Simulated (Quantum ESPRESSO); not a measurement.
## C: changing the choice of potentials or basis

The cell as given:

The structure is cubic, space group Fd-3m (No. 227). The conventional cell has a = 3.567 Å, b = 3.567 Å, c = 3.567 Å, α = 90.00°, β = 90.00°, γ = 90.00°. C (site symmetry -43m) is surrounded by 4 C at 1.54 Å.

Kept alike: task relaxation of cell and atoms; functional LDA; k mesh 13 × 13 × 13; occupations fermi-dirac, width 0.05 eV; no spin polarisation. Program: Quantum ESPRESSO. Cutoffs run from 612 to 1116 eV. The mesh is that of the run's cell of 2 atoms. No spin-orbit coupling.

```csv
choice of potentials or basis,volume (Å³/atom)
GBRV 1.5 LDA,5.508
PseudoDojo 0.4.1 SR LDA standard,5.531
PseudoDojo 0.4.1 SR LDA stringent,5.531
```

The relaxations keep at least the cell's symmetry (Fd-3m). Relaxations stop with a little pressure left, so the last digits of a volume or edge aren't settled. Runs of this series that gave no sound value for these columns are left out.

Question: What does the choice of potentials or basis change here?

Answer: The volume runs from 5.508 (GBRV 1.5 LDA) to 5.531 Å³/atom (PseudoDojo 0.4.1 SR LDA standard; PseudoDojo 0.4.1 SR LDA stringent). Measured: 5.672 Å³/atom at 293.15 K (COD entry, doi:10.1021/ja01156a043); nearest PseudoDojo 0.4.1 SR LDA standard; PseudoDojo 0.4.1 SR LDA stringent, 0.14 Å³/atom off. The runs are for a static lattice.
